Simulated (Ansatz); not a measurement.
**Ge under changes of volume**

One of the cells (22.639 Å³/atom); the others are scaled copies at fixed shape and fractional positions:

```
Ge
1.0
     0.00000    2.82891    2.82891
     2.82891    0.00000    2.82891
     2.82891    2.82891    0.00000
Ge
2
Direct
  0.75000 0.75000 0.75000
  0.50000 0.50000 0.50000
```

```yaml
Program: Ansatz 0.2.0
Functional: revPBE
Dispersion: D4
Potentials_or_basis: Ansatz PAW
Cutoff: "420 eV (not typed: the program's choice for these potentials)"
k_mesh: 8 × 8 × 8
Occupations: fermi-dirac, width 0.05 eV
Spin: no spin polarisation
```

| volume (Å³/atom) | energy over the lowest point (meV/atom) | pressure (GPa) | gap on the mesh (eV) |
| --- | --- | --- | --- |
| 21.281 | 27.90 | 5.9 | 0.43 |
| 21.733 | 13.89 | 4.0 | 0.36 |
| 22.186 | 4.98 | 2.3 | 0.29 |
| 22.639 | 0.57 | 0.9 | 0.11 |
| 23.092 | 0.00 | -0.4 | none |
| 23.545 | 2.89 | -1.6 | none |
| 23.997 | ? | ? | ? |

**Question.** What does the run at 23.997 Å³/atom give?

**Answer.** Energy over the lowest point 8.90 meV/atom; pressure -2.6 GPa; gap on the mesh none.

Worked out: A Birch-Murnaghan fit of order 3 (a polynomial in V^(-2/3)) to the other rows has its minimum at 22.93 Å³/atom with B0 = V·E''(V) = 64 GPa and B' = 6.0. It gives 8.69 meV/atom at 23.997 Å³/atom, against the run's 8.90, and -dE/dV = -2.5 GPa, against -2.6.

Energies are extrapolated to zero smearing.

Caveats: the PAW data sets come from PBE, with cores solved anew for the run's functional, which leaves a small shift of forces and pressure; pairwise dispersion overbinds metals, which lowers pressure and volume (some runs).

A mesh can miss the band edges. Spin-orbit coupling on Ge is left out.

A gap of «none» marks a metal or a gap under the smearing width.
